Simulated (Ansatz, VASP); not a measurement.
Nb: VASP beside Ansatz

```xyz
1
Lattice="-1.6549 1.6549 1.6549 1.6549 -1.6549 1.6549 1.6549 1.6549 -1.6549" Properties=species:S:1:pos:R:3 pbc="T T T"
Nb    0.0000    0.0000    0.0000
```

Alike in both runs: task electric field gradients; functional PBE; k mesh 16 × 16 × 16; occupations fermi-dirac, width 0.08 eV; non-collinear spin, spin-orbit coupling.

|  | VASP | Ansatz |
| --- | --- | --- |
| version | VASP 6.6.1 | Ansatz 0.2.0 |
| potentials or method | VASP PAW PBE potentials, release 64 (Nb_sv) | PAW with Ansatz's default frozen-core files, fully relativistic files with spin-orbit coupling |
| plane-wave cutoff (eV) | 520 | 420 |
| valence electrons in the cell | 13 | 13 |

Ansatz gave:

- pressure (GPa): 0.0
- net moment per atom (μB): 0.00
- Vzz of the field gradient on the site that differs most (V/Å²): 0.0

Which values does VASP return?

Pressure (GPa): -0.3; net moment per atom (μB): 0.00; Vzz of the field gradient on the site that differs most (V/Å²): 0.0.
